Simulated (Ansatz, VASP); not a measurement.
**One calculation of GaN, two programs**

POSCAR

```
GaN
1.0
    0.0000000000      2.1976764236      2.3021997344
    2.1976764236      0.0000000000      2.3021997344
    2.1976764236      2.1976764236      0.0000000000
Ga N
1 1
Direct
    0.0000000000      0.0000000000      0.0000000000
    0.2500000000      0.2500000000      0.2500000000
```

INCAR.step1

```
PREC = Accurate
ENCUT = 520
EDIFF = 1E-5
ISMEAR = 0
SIGMA = 0.01
LREAL = False
LASPH = True
NELM = 100
ALGO = Normal
ISIF = 2
LWAVE = True
LCHARG = False
GGA = PE
NBANDS = 16
```

File INCAR.step2:

```
PREC = Accurate
ENCUT = 520
EDIFF = 1E-6
ISMEAR = 0
SIGMA = 0.01
LREAL = False
LASPH = True
NELM = 100
ALGO = Normal
ISIF = 2
LWAVE = False
LCHARG = False
GGA = PE
LHFCALC = True
HFSCREEN = 0.2079
PRECFOCK = Normal
ISTART = 1
NBANDS = 16
```

KPOINTS

```
Automatic mesh
0
Gamma
  6 6 6
```

Input for Ansatz:

```yaml
crystal:
  lattice:
    - [0.0, 2.1976764236, 2.3021997344]
    - [2.1976764236, 0.0, 2.3021997344]
    - [2.1976764236, 2.1976764236, 0.0]
  atoms:
    - { symbol: Ga, position: [0.0, 0.0, 0.0] }
    - { symbol: "N", position: [0.25, 0.25, 0.25] }
kpoints:
  mp_grid: { grid: [6, 6, 6] }
  band_path:
    path:
      - [0.0, 0.0, 0.0]
      - [-0.5, -0.5, 0.0]
      - [-0.375, -0.375, 0.25]
      - [-0.375, 0.0, 0.375]
      - [0.0, 0.0, 0.5]
      - [-0.5, -0.25, 0.25]
    npoints: 1
hamiltonian:
  xc: hse06
scf:
  occupations: { method: fixed }
  n_extra_bands: 4
output:
  forces: true
  stress: true
  eigenvalues: true
```

Change from the starting cell: epitaxial_xy strain -2.3%.

Alike in both runs: task single point; functional HSE06; k mesh 6 × 6 × 6; no spin polarisation.

|  | VASP | Ansatz |
| --- | --- | --- |
| version | VASP 6.6.1 | Ansatz 0.2.0 |
| potentials or method | VASP PAW PBE potentials, release 64 (Ga_d, N) | plane waves, PAW |
| plane-wave cutoff (eV) | 520 | 420 |
| occupations | gaussian, width 0.01 eV | fixed |
| valence electrons in the cell | 18 | 18 |

```csv
,VASP,Ansatz,Ansatz less VASP
gap on the k mesh at the Fermi level (eV),3.11,3.09,-0.019
pressure (GPa),4.4,4.5,+0.11
largest component of the traceless stress (GPa),4.61,4.56,-0.042
```

Ansatz warned: «stress_exchange_threshold_loose».

Caveats: the PAW data sets were made with another functional, which shifts forces and pressure a little (VASP).
